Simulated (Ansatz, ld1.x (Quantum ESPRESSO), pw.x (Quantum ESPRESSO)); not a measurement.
Ru (Z = 44): one change to the PAW potential, in the atom and in the fcc crystal

| Quantity | Value |
| --- | --- |
| Element | ruthenium |
| Generator | ld1.x (Quantum ESPRESSO) 7.5 |
| Type | PAW |
| Functional | PBE |
| Relativity | scalar-relativistic |
| Frozen core | [Kr] |
| Valence charge | 8 |
| Reference configuration | 4d7 5s0.5 5p0 (charge +0.5) |
| Partial waves | 5s (bound): rcut 2.20, rcutus 2.55 bohr; 5s channel at -0.05 Ry: rcut 2.20, rcutus 2.55 bohr; 5p (bound, empty): rcut 2.75, rcutus 3.30 bohr; 5p channel at 0.8 Ry: rcut 2.75, rcutus 3.30 bohr; 4d (bound): rcut 1.40, rcutus 1.75 bohr; 4d channel at 2.35 Ry: rcut 1.40, rcutus 1.75 bohr |
| Local potential | all-electron potential smoothed inside 2.55 bohr (lloc = -1) |
| Core correction | none |
| Augmentation charge | PSQ, radius 1.55 bohr |

Change: waves 5s (bound): rcut 2.20, rcutus 3.58 bohr; 5s channel at -0.05 Ry: rcut 2.20, rcutus 3.58 bohr.

Cutoffs, loose and tight: the cutoffs (Ry, on a coarse ladder) from which the occupation-weighted sum of valence levels, in a spherical-Bessel basis at the reference potential, stays within 10 and 1 mRy of its value at 400 Ry. They do not see the model core or the augmentation charge, which bear on the density cutoff. Test errors are all-electron minus pseudo excitation energies from the reference, over the configurations 4d7 5s1 5p0; 4d7 5s0 5p0; 4d6 5s0 5p0; 4d8 5s0 5p0; 4d7 5s0 5p1; 4d6 5s1 5p1; 4d5 5s0 5p0; variants that change the core or the reference have their own tests.

Crystal test: fcc Ru in pw.x 7.5, no spin, 15³ k-points, Fermi–Dirac smearing 0.01 Ry, cutoffs set for each file from its atomic test. The reference is all-electron LAPW (Ansatz 0.2.0) with the same functional, mesh and smearing; V0 and B0 come from Birch–Murnaghan fits to the pressures at five volumes. Errors are pseudo minus all-electron; Δ is the rms difference of the E(V) curves that follow from these fits, minima aligned, over ±6 % about the mean V0. Mesh and smearing are coarse, so the numbers serve the comparison and aren't converged zero-temperature values; the lattice is a test structure that the element need not adopt.

All-electron: a0 = 3.812 Å (V0 = 13.85 Å³/atom), B0 = 303.1 GPa.

Question: Does the change bring the crystal closer to the all-electron result?

Answer: The mean pressure error goes from +3.61 to +10.71 GPa, so the change moves the solid further from the all-electron pressures.

```tsv
quantity	base	changed
outcome (atom)	generated	generated
cutoff, loose (atom)	35 Ry	35 Ry
cutoff, tight (atom)	55 Ry	55 Ry
bound ghosts (atom)	none	none
largest test error (meV) (atom)	-372	-372
cutoffs in pw.x (Ry)	70/560	70/560
a0 (Å)	3.825	3.849
a0 error (%)	+0.34	+0.95
B0 error (%)	+5.4	+8.7
Δ (meV/atom)	10.2	28.7
mean pressure error (GPa)	+3.61	+10.71
```

Base: The largest radius (3.30 bohr) exceeds half the bond length (2.54 bohr), so the spheres overlap, which is one possible source of error among others. Changed file: The largest radius (3.58 bohr) exceeds half the bond length (2.54 bohr), so the spheres overlap, which is one possible source of error among others. This is a poor potential for the solid. The logarithmic derivative shows an extra or strongly shifted pseudo pole above the reference energy (s near 1.29 Ry). The atomic cutoffs weigh occupied waves only.
